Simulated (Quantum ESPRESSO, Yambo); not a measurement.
# A GW chain in Yambo: InP (F-43m), part 2 of 3

Wanted: ground state, empty states, screening and self-energy for InP (F-43m).

Quantum ESPRESSO 7.5 and Yambo 5.3.0; PBE and many-body steps on it, plane waves. Known limits of the many-body steps: not at the basis limit; exchange with frozen shells missing; no spin-orbit coupling; coarse k mesh.

So far. Step 2 (Ground state): The gap is direct, at Γ. Step 3 (Bands along the symmetry lines): The gap is 0.709 eV, as in the run before at this level.

The database entry behind the starting cell differs from later determinations by our own check (0.1 to 0.3 % short, probably kX units), so it need not match the best structure at ambient conditions.

## (4) Empty states on the mesh, 4×4×4 mesh, 123 bands

Level of this step: DFT, PBE, plane waves, norm-conserving pseudopotentials (Quantum ESPRESSO).

The sums over transitions need many empty states on a uniform mesh; this step solves for them.

The input, pw.in:

```
&control
  calculation = 'nscf'
  prefix = 'x'
  outdir = 'o'
  pseudo_dir = 'pseudo'
/
&system
  ibrav = 0
  nat = 2
  ntyp = 2
  ecutwfc = 62.0
  nbnd = 123
  force_symmorphic = .true.
/
&electrons
  conv_thr = 1e-9
  electron_maxstep = 80
  diago_full_acc = .true.
  diago_thr_init = 5e-6
/
ATOMIC_SPECIES
  In 114.82 In.upf
  P 30.974 P.upf
CELL_PARAMETERS angstrom
  -0.0000000000 2.9305000000 2.9305000000
  2.9305000000 -0.0000000000 2.9305000000
  2.9305000000 2.9305000000 -0.0000000000
ATOMIC_POSITIONS crystal
  In 0.0000000000 0.0000000000 0.0000000000
  P 0.2500000000 0.2500000000 0.2500000000
K_POINTS automatic
  4 4 4 0 0 0
```

Launch:

```console
$ OMP_NUM_THREADS=1 mpirun -n 8 pw.x -nk 4 -in pw.in > pw.out
```

What it wrote:

```text
[banner, memory and clock lines left out]
Program PWSCF v.7.5 starts

     Atomic positions and unit cell read from directory:
     o/x.save/

     Message from routine setup:
     using ibrav=0 with symmetry is DISCOURAGED, use correct ibrav instead

     bravais-lattice index     =            0
     lattice parameter (alat)  =       7.8317  a.u.
     unit-cell volume          =     339.6658 (a.u.)^3
     number of atoms/cell      =            2
     number of atomic types    =            2
     number of electrons       =        18.00
     number of Kohn-Sham states=          123
     kinetic-energy cutoff     =      62.0000  Ry
     charge density cutoff     =     248.0000  Ry
     Exchange-correlation= PBE
                           (   1   4   3   4   0   0   0)

     celldm(1)=   7.831692  celldm(2)=   0.000000  celldm(3)=   0.000000
     celldm(4)=   0.000000  celldm(5)=   0.000000  celldm(6)=   0.000000

     crystal axes: (cart. coord. in units of alat)
               a(1) = (  -0.000000   0.707107   0.707107 )
               a(2) = (   0.707107  -0.000000   0.707107 )
               a(3) = (   0.707107   0.707107  -0.000000 )

     reciprocal axes: (cart. coord. in units 2 pi/alat)
               b(1) = ( -0.707107  0.707107  0.707107 )
               b(2) = (  0.707107 -0.707107  0.707107 )
               b(3) = (  0.707107  0.707107 -0.707107 )
     Pseudo is Norm-conserving + core correction, Zval = 13.0
     Generated using ONCVPSP code by D. R. Hamann
     Using radial grid of 1964 points,  6 beta functions with:
     Pseudo is Norm-conserving + core correction, Zval =  5.0
     Generated using ONCVPSP code by D. R. Hamann
     Using radial grid of 1298 points,  6 beta functions with:
     In               13.00   114.82000     In( 1.00)
     P                 5.00    30.97400     P ( 1.00)

     24 Sym. Ops. (no inversion) found

   Cartesian axes

     site n.     atom                  positions (alat units)
         1        In     tau(   1) = (   0.0000000   0.0000000   0.0000000  )
         2        P      tau(   2) = (   0.3535534   0.3535534   0.3535534  )

     number of k points=     8
                       cart. coord. in units 2pi/alat
        k(    1) = (   0.0000000   0.0000000   0.0000000), wk =   0.0312500
        k(    2) = (   0.1767767   0.1767767  -0.1767767), wk =   0.2500000
        k(    3) = (  -0.3535534  -0.3535534   0.3535534), wk =   0.1250000
[...]
k(    7) = (  -0.7071068   0.0000000   0.0000000), wk =   0.0937500
        k(    8) = (  -0.7071068   0.3535534   0.0000000), wk =   0.1875000

     Dense  grid:    22227 G-vectors     FFT dimensions: (  40,  40,  40)

     The potential is recalculated from file :
     o/x.save/charge-density

     Starting wfcs are   13 randomized atomic wfcs +  110 random wfcs

     Band Structure Calculation

     End of band structure calculation

          k = 0.0000 0.0000 0.0000 (  2741 PWs)   bands (ev):

    -7.0991  -7.0991  -7.0991  -6.9504  -6.9504  -4.3704   7.1481   7.1481
     7.1481   7.8575  11.2364  11.2364  11.2364  15.7344  16.5605  16.5605
    18.3848  18.3848  18.3848  21.0765  28.8179  28.8179  28.8179  31.2699
[...]
[... 4 further rows ...]
[...]
96.1666  96.1666  99.3702

          k = 0.1768 0.1768-0.1768 (  2794 PWs)   bands (ev):

[...]
[... 4 further rows ...]
[...]
95.4791  96.6351  96.6351

          k =-0.3536-0.3536 0.3536 (  2788 PWs)   bands (ev):

[...]
65.9107  66.1330  66.1330  67.2685  68.0625  68.0625  70.5456  70.5456
     [... 4 further rows ...]
    91.7615  93.7668  93.9741  93.9741  94.4070  95.3006  95.3006  96.1031
    96.1031  97.1971  97.5431

          k = 0.3536 0.0000 0.0000 (  2826 PWs)   bands (ev):

     [... further k-points ...]

     highest occupied, lowest unoccupied level (ev):     7.1481    7.8575

     XML data file, pseudopotentials, collected wavefunctions
```

Run time: 4.4 s. Hardware: 8 MPI ranks of Arm Neoverse V1, shared host; peak memory 0.47 GiB; 34 s of CPU time.

Numbers from this step:

* gap: 0.7094 eV
* k of the valence top: 0, 0, 0
* k of the conduction bottom: 0, 0, 0
* least direct gap: 0.7094 eV
* k points computed: 8
* lowest point of the top converged band, above the valence top: 89.4870 eV

On this mesh the gap is 0.709 eV.

## (5) Conversion and set-up

This step: Yambo 5.3.0; conversion and set-up on PBE, plane waves, norm-conserving pseudopotentials.

The states are converted to the many-body program's format and the q mesh is built.

Launch:

```console
$ (cd o/x.save; p2y > p2y.log; mv SAVE ../..); yambo > setup.log
```

What it wrote:

```text
 Yambo, version 5.3.0

 [02] CORE Variables Setup
 =========================

  [02.01] Unit cells
  ==================

  Cell kind             :  FCC
  Atoms in the cell     :  In  P
  number of In atoms    :  1
  number of P  atoms    :  1

  List of atomic masses
  Mass of In    :  114.8200
  Mass of P     :  30.97400

  List of atomic coordinates    : [cc]
  In1       :  0.000000  0.000000  0.000000  order 1
  P1       :  2.768921  2.768921  2.768921  order 2

  Alat factors          :  5.537842  5.537842  5.537842 [a.u.]
  Direct lattice volume :  339.6658 [a.u.]
  Direct lattice vectors:  A[ 1 ]  A[ 2 ]  A[ 3 ]
   A[ 1 ]: -0.000000  1.000000  1.000000  [iru]
  -0.000000  5.537842  5.537842  [cc]
   A[ 2 ]:  1.000000 -0.000000  1.000000  [iru]
   5.537842 -0.000000  5.537842  [cc]
   A[ 3 ]:  1.000000  1.000000 -0.000000  [iru]
   5.537842  5.537842 -0.000000  [cc]

  Recip. lattice volume :  0.730277 [a.u.]
  Recip. lattice vectors:  B[ 1 ]  B[ 2 ]  B[ 3 ]
   B[ 1 ]: -0.500000  0.500000  0.500000  [iku]
  -0.567295  0.567295  0.567295  [cc]
   B[ 2 ]:  0.500000 -0.500000  0.500000  [iku]
   0.567295 -0.567295  0.567295  [cc]
   B[ 3 ]:  0.500000  0.500000 -0.500000  [iku]
   0.567295  0.567295 -0.567295  [cc]

  [02.02] Symmetries
  ==================

  Inversion symmetry    : yes
  Spatial inversion     : no
  Inversion index       :  25
  K-space Time-reversal : yes
  Magnetic symmetries   : no
  Time-reversal derived K-space symmetries:   25   48
  Group table correct   : yes
  Symmetries units      :  [cc]

   [S  1]:   1.0000      0.21494E-16  0.21494E-16  0.21494E-16   1.0000     -0.21494E-16 -0.21494E-16 -0.21494E-16   1.0000
   [S  2]:  -1.0000     -0.21494E-16  0.21494E-16 -0.21494E-16  -1.0000     -0.21494E-16  0.21494E-16  0.21494E-16   1.0000
   [S  3]:  -1.0000      0.21494E-16 -0.21494E-16 -0.21494E-16   1.0000      0.21494E-16  0.21494E-16 -0.21494E-16  -1.0000
[...]
[S  9]:  0.21494E-16   1.0000      0.21494E-16 -0.21494E-16  0.21494E-16   1.0000       1.0000     -0.21494E-16 -0.21494E-16
   [S 10]:  0.21494E-16  -1.0000     -0.21494E-16 -0.21494E-16 -0.21494E-16  -1.0000       1.0000      0.21494E-16  0.21494E-16
     [... 36 further rows ...]
   [S*47]:   1.0000      0.21494E-16 -0.21494E-16  0.21494E-16 -0.21494E-16  -1.0000     -0.21494E-16   1.0000      0.21494E-16
   [S*48]:   1.0000     -0.21494E-16  0.21494E-16  0.21494E-16  0.21494E-16   1.0000     -0.21494E-16  -1.0000     -0.21494E-16

  [02.03] Reciprocal space
  ========================

  nG shells         :  258
  nG charge         :  22227
  nG WFs            :   3451
  nC WFs            :  2826
  G-vecs. in first 25 shells:  [ Number ]
     1    9   15   27   51   59   65   89  113
    137   169   181   229   259   283   307   331   339
    387   411   459   531   537   561   609
  ...
  Shell energy in first 25 shells:  [ mHa ]
[...]
BZ  K-points                                      :   64

  K/Q-points units:
  rlu = crystal or reduced units; cc = cartesian coordinates; iku = interal k-units

  K [1]          [rlu]:  0.000000  0.000000  0.000000
         WF components:  2741
  K [2]          [rlu]:  0.52668E-17  0.52668E-17  0.25000
         WF components:  2794
  K [3]          [rlu]: -0.10534E-16 -0.10534E-16 -0.50000
         WF components:  2788
  K [4]          [rlu]:  0.87374E-19  0.25000      0.25000
         WF components:  2826
  K [5]          [rlu]:  0.86628E-17  0.25000     -0.50000
         WF components:  2798
  [... 2 further k-points ...]
  K [8]          [rlu]:  0.250000 -0.500000 -0.250000
         WF components:  2780

  [02.05] Energies & Occupations
  ==============================

  [X] === General ===
  [X] Electronic Temperature                        :  0.000000  0.000000 [eV K]
  [X] Bosonic    Temperature                        :  0.000000  0.000000 [eV K]
  [X] Finite Temperature mode                       : no
  [X] El. density                                   :  0.35762E+24 [cm-3]
  [X] Fermi Level                                   :  7.148146 [eV]

  [X] === Gaps and Widths ===
  [X] Conduction Band Min                           :  0.709402 [eV]
  [X] Valence Band Max                              :  0.000000 [eV]
  [X] Filled Bands                                  :   9
  [X] Empty Bands                                   :   10  123
  [X] Direct Gap                                    :  0.709402 [eV]
  [X] Direct Gap localized at k                     :  1
  [X] Indirect Gap                                  :  0.709402 [eV]
  [X] Indirect Gap between kpts                     :  1  1
  [X] Last valence band width                       :  2.910621 [eV]
  [X] 1st conduction band width                     :  3.585710 [eV]

  E @ K [1]:  [eV]
   -14.247      -14.247      -14.247      -14.099      -14.099      -11.519     -0.44160E-09 -0.28339E-09
   0.000000  0.709402  4.088216  4.088216  4.088216  8.586203  9.412313  9.412313
   11.23661  11.23661  11.23661  13.92833  21.66971  21.66971  21.66971  24.12171
  occ @ K [1]
[...]
E @ K [2]:  [eV]
[...]
occ @ K [2]
[...]
E @ K [3]:  [eV]
[...]
occ @ K [3]
[...]
E @ K [4]:  [eV]
[...]
occ @ K [4]
[...]
E @ K [5]:  [eV]
[...]
occ @ K [5]
[...]
[... 2 further k-points ...]
  E @ K [8]:  [eV]
[...]
occ @ K [8]
[...]
2.000000  0.000000  0.000000  0.000000  0.000000  0.000000  0.000000  0.000000
   0.000000  0.000000  0.000000  0.000000  0.000000  0.000000  0.000000  0.000000

 [03] Transferred momenta grid and indexing
 ==========================================

 IBZ Q-points                                      :   8
 BZ  Q-points                                      :   64

 K/Q-points units:
 rlu = crystal or reduced units; cc = cartesian coordinates; iku = interal k-units

 Q [1]          [rlu]:  0.000000  0.000000  0.000000
 Q [2]          [rlu]:  0.54193E-16  0.26437E-16  0.25000
 Q [3]          [rlu]: -0.10839E-15 -0.52875E-16 -0.50000
[...]
Q [7]          [rlu]: -0.17475E-18 -0.50000     -0.50000
 Q [8]          [rlu]:  0.250000 -0.500000 -0.250000

  [03.01] X indexes
  =================

   [03.01.01] Sigma indexes
   ========================

 [06] Game Over & Game summary
```

Run time: 2.4 s. Hardware: 1 MPI rank; peak memory 0.24 GiB.

(Continued in part 3 of 3.)

[Paths, hosts, dates, memory and timing lines, banners, echoed tables and standing remarks are left out of the program output.]

[Logs are printed without paths, hosts, clocks, repeated set-up lines and the standing remarks that a program may print on its own settings, such as how far it seeks lower states.]

[Runs of the session that timed out or met a known fault of the program may be left out.]

[Hosts, paths, dates, database ids (printed as entryN), source tags and the programs' standing remarks are cut or masked in the printed files.]
